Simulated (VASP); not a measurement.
# TiN: core levels with r2SCAN

The system is TiN.

```xyz
16
Lattice="0.0000 4.2380 4.2380 4.2380 0.0000 4.2380 4.2380 4.2380 0.0000" Properties=species:S:1:pos:R:3 pbc="T T T"
Ti    0.0000    0.0000    0.0000
Ti    2.1190    2.1190    0.0000
Ti    2.1190    0.0000    2.1190
Ti    4.2380    6.3570    6.3570
Ti    0.0000    2.1190    2.1190
Ti    6.3570    4.2380    6.3570
Ti    2.1190    2.1190    4.2380
Ti    4.2380    4.2380    4.2380
N     2.1190    2.1190    2.1190
N     4.2380    4.2380    2.1190
N     4.2380    2.1190    4.2380
N     6.3570    4.2380    4.2380
N     2.1190    4.2380    4.2380
N     4.2380    6.3570    4.2380
N     4.2380    4.2380    6.3570
N     6.3570    6.3570    6.3570
```

- Program: VASP 6.6.1
- Task: core levels
- Functional: r2SCAN
- Potentials or basis: VASP PAW PBE potentials, release 64 (Ti_sv, N)
- Cutoff: 520 eV
- k mesh: 6 × 6 × 6
- Occupations: methfessel-paxton, width 0.1 eV
- Spin: collinear spin, ferromagnetic start
- Starting moments: [1.0, 1.0, 1.0, 1.0, 1.0, 1.0, 1.0, 1.0, 0.0, 0.0, 0.0, 0.0, 0.0, 0.0, 0.0, 0.0] μB
- Further INCAR settings: ALGO = Normal; EDIFF = 1e-06

```
Pressure                                              : 0.3 GPa
Band gap on the k mesh                                : none (metal or under the smearing width)
Net moment                                            : 0.00 μB per cell
Valence electrons inside the program's atomic spheres : Ti 10.35; N 3.80
```

Levels at points of the mesh, in eV from the Fermi level:
Spin up:
| k point | band 65 | band 66 | band 67 | band 68 | band 69 | band 70 | band 71 | band 72 |
| --- | --- | --- | --- | --- | --- | --- | --- | --- |
| (0.00, 0.00, 0.00) | -2.33 | -2.33 | -2.33 | -0.57 | -0.57 | -0.57 | 0.63 | 0.63 |
| (0.50, 0.00, 0.00) | -0.33 | -0.33 | -0.33 | -0.33 | -0.33 | -0.33 | 0.54 | 0.54 |
| (0.50, 0.50, 0.00) | -1.96 | -1.96 | 0.99 | 0.99 | 0.99 | 0.99 | 1.01 | 1.01 |
Spin down:
| k point | band 66 | band 67 | band 68 | band 69 | band 70 | band 71 |
| --- | --- | --- | --- | --- | --- | --- |
| (0.00, 0.00, 0.00) | -2.33 | -2.33 | -0.57 | -0.57 | -0.57 | 0.63 |
| (0.50, 0.00, 0.00) | -0.33 | -0.33 | -0.33 | -0.33 | -0.33 | 0.54 |
| (0.50, 0.50, 0.00) | -1.96 | 0.99 | 0.99 | 0.99 | 0.99 | 1.01 |

Core levels (eV, on the scale of the bands):
| atom | levels |
| --- | --- |
| 1 Ti | 1s -4898.0, 2s -535.3, 2p -443.2 |
| 2 Ti | 1s -4898.0, 2s -535.3, 2p -443.2 |
| 3 Ti | 1s -4898.0, 2s -535.3, 2p -443.2 |
| 4 Ti | 1s -4898.0, 2s -535.3, 2p -443.2 |
| 5 Ti | 1s -4898.0, 2s -535.3, 2p -443.2 |
| 6 Ti | 1s -4898.0, 2s -535.3, 2p -443.2 |

Wall time 8.1 min on 4 MPI ranks on AMD EPYC 9R45 (Zen 5) (shared host), peak memory 0.61 GiB a rank.

Caveat: the PAW data sets were made with another functional, which shifts forces and pressure a little.
